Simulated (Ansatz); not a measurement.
# ZrS2: the cost of one run

Computed with Ansatz 0.2.0 (DFT PBE+D3(BJ), scalar-relativistic, plane waves, PAW, unless a step's input says otherwise).

2 further runs of the same task are left out: 2 set aside as unsound or not needed. Runs told in other sessions of the task aren't counted.

## 1. The system as given

Symmetry: P-3m1, No. 164, trigonal system. The conventional cell has a = 3.630 Å, b = 3.630 Å, c = 5.850 Å, α = 90.00°, β = 90.00°, γ = 120.00°. Zr (site symmetry -3m) is surrounded by 6 S at 2.55 Å. Around S (site symmetry 3m) lie 3 Zr at 2.55 Å.

Coordinates:

```cif
data_structure
_symmetry_space_group_name_H-M 'P 1'
_symmetry_Int_Tables_number 1
_cell_length_a 3.6300
_cell_length_b 3.6300
_cell_length_c 5.8500
_cell_angle_alpha 90.000
_cell_angle_beta 90.000
_cell_angle_gamma 120.000
_cell_volume 66.76
loop_
_atom_site_label
_atom_site_type_symbol
_atom_site_fract_x
_atom_site_fract_y
_atom_site_fract_z
_atom_site_occupancy
Zr1 Zr 0.00000 0.00000 0.00000 1
S1 S 0.33333 0.66667 0.24920 1
S2 S 0.66667 0.33333 0.75080 1
```

The cell is taken as given, not relaxed at this level.

## 2. The reference cell

The reference gives a free energy of -5993.6640 eV, pressure 0.27 GPa, largest force 0.109 eV/Å and gap on the mesh 0.80 eV. It was computed beforehand with the settings of the runs below.

## 3. Zone-centre phonons by finite displacements

input.yaml

```yaml
crystal:
  lattice:
    - [3.6299990406, 0.0, 0.0]
    - [-1.8149995203, 3.1436713848, 0.0]
    - [0.0, 0.0, 5.85]
  atoms:
    - { symbol: Zr, position: [0.0, 0.0, 0.0] }
    - { symbol: S, position: [0.3333333333, 0.6666666667, 0.2492] }
    - { symbol: S, position: [0.6666666667, 0.3333333333, 0.7508] }
basis:
  ecutwfc: 420
kpoints:
  mp_grid: { grid: [12, 12, 6] }
hamiltonian:
  xc: pbe
  dispersion: d3bj
scf:
  occupations: { method: gaussian, width: 0.05 }
output:
  eigenvalues: true
phonons:
  method: fd
  supercell: [1, 1, 1]
  amplitude: 0.02
  eigenvectors: true
  dielectric: false
```

On the command line:

```bash
ansatz run input.yaml --threads 2 --pin off --max-ram 5120MiB --backend cpu --events-out ev --progress --plain --runs-dir out
```

**Question.** How long does this run take on 2 threads of Intel Xeon 6975P-C (Granite Rapids), shared host, and how much memory does it need?

About 18 s, with a peak of 0.66 GiB.
